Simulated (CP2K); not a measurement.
Crystal: SrCl2.

```
Sr Cl
1.0
     4.93327    0.00000    0.00000
     2.46664    4.27234    0.00000
     2.46664    1.42411    4.02800
Sr Cl
1 2
Direct
  0.00000 0.00000 0.00000
  0.75000 0.75000 0.75000
  0.25000 0.25000 0.25000
```

Program: CP2K 2026.2. Alike in all runs: no spin polarisation; cell as given; k mesh 7 × 7 × 7.

Problem. Order these runs on this cell by their pressure, lowest first.
A. level BEEF-vdW; potentials or basis POTENTIAL_UZH Sr GTH-PBE-q10, Cl GTH-PBE-q7; TZVP-MOLOPT-PBE-GTH basis; smearing fermi-dirac 0.05 eV; EPS_DEFAULT 1.0E-10; NGRIDS 4; CUTOFF of the grids 900 Ry
B. level TASK; potentials or basis POTENTIAL_UZH Sr GTH-SCAN-q10, Cl GTH-SCAN-q7; TZVP-MOLOPT-SCAN-GTH basis; smearing fermi-dirac 0.05 eV; EPS_DEFAULT 1.0E-9; NGRIDS 5; points a segment of the path (NPOINTS) 6; bands added on the path 2; CUTOFF of the grids 1300 Ry
C. level LDA; potentials or basis GTH_POTENTIALS Sr GTH-PADE-q10, Cl GTH-PADE-q7; TZVP-MOLOPT-PBE-GTH basis; smearing fermi-dirac 0.05 eV; EPS_DEFAULT 1.0E-9; NGRIDS 5; points a segment of the path (NPOINTS) 8; bands added on the path 2; CUTOFF of the grids 600 Ry
D. level SCAN; potentials or basis POTENTIAL_UZH Sr GTH-SCAN-q10, Cl GTH-SCAN-q7; TZVP-MOLOPT-SCAN-GTH basis; smearing fermi-dirac 0.01 eV; EPS_DEFAULT 1.0E-10; NGRIDS 5; points a segment of the path (NPOINTS) 10; bands added on the path 2; CUTOFF of the grids 1300 Ry

Solution. C (-2.3 GPa), D (0.2 GPa), A (2.3 GPa), B (8.3 GPa).

Caveats: the basis of atomic orbitals isn't converged, which shifts pressures, moduli and gaps; the potentials were made for another functional, which shifts forces and pressure (some runs).

Not every run made on this cell is shown here.
